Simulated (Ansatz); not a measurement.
Ca: stationary points along a deformation path

The calculation used DFT PBE, scalar-relativistic, plane waves, PAW (Ansatz). Cutoff 420 eV, Γ-centred 16×16×8 k-points, Gaussian smearing of 0.15 eV. No spin polarisation. Energies are free energies at this smearing, counted from the undisturbed cell; pressure is positive in compression.

Reference structure (as given, not relaxed at this level; it stands at -0.5 GPa; this form isn't the usual structure):

```
CELL_PARAMETERS angstrom
1.97128 -3.39549 0.00000
1.97128 3.39549 0.00000
0.00000 0.00000 6.50911
ATOMIC_POSITIONS crystal
Ca 0.83559 0.16441 0.25000
Ca 0.16441 0.83559 0.75000
```

At fixed volume and fractional coordinates, lengths along (0.000, 0.000, 1.000) are scaled against those across it; ρ is that ratio over its starting value. V = 43.568 Å³/atom. Δσ is the stress along the axis less the mean stress across it (compression positive).

| ρ | ΔE (meV/atom) | Δσ (GPa) | space group |
| --- | --- | --- | --- |
| 0.850 | 52.0 | 3.44 | Cmcm |
| 0.920 | 13.9 | 1.84 | Cmcm |
| 1.000 | 0.0 | -0.19 | Cmcm |
| 1.100 | 30.4 | -3.48 | Cmcm |
| 1.200 | 110.5 | -6.56 | Cmcm |

Q: How does the stress give the slope of the energy, and where is the energy stationary?

A: Along the path d ln(length) is 2/3 d ln ρ on the axis and −1/3 d ln ρ across it, so dE/d ln ρ = −(2/3) V Δσ: the energy falls with ρ where Δσ is positive. Δσ vanishes or changes sign between ρ = 0.920 and 1.000, a minimum (near 0.99 by linear interpolation). Pairs of stationary points between two samples would go unseen, and could change a minimum read from distant neighbours into a maximum.

Q: Integrate that slope from ρ = 1 to 1.200 by the trapezoid rule.

A: With V/N in Å³ and 1 eV/Å³ = 160.2 GPa the slopes at ρ = 1.000, 1.100, 1.200 are 34, 632, 1189 meV/atom per unit of ln ρ. The steps add 31.7 + 79.2 = 110.9 meV/atom, against 110.5 from the energies; the trapezoid rule misses the curvature of the slope within each step.

Forces appear on the atoms along this scan, and letting them relax would lower the energy and soften the response. In a metal these slopes depend on the k mesh and the smearing.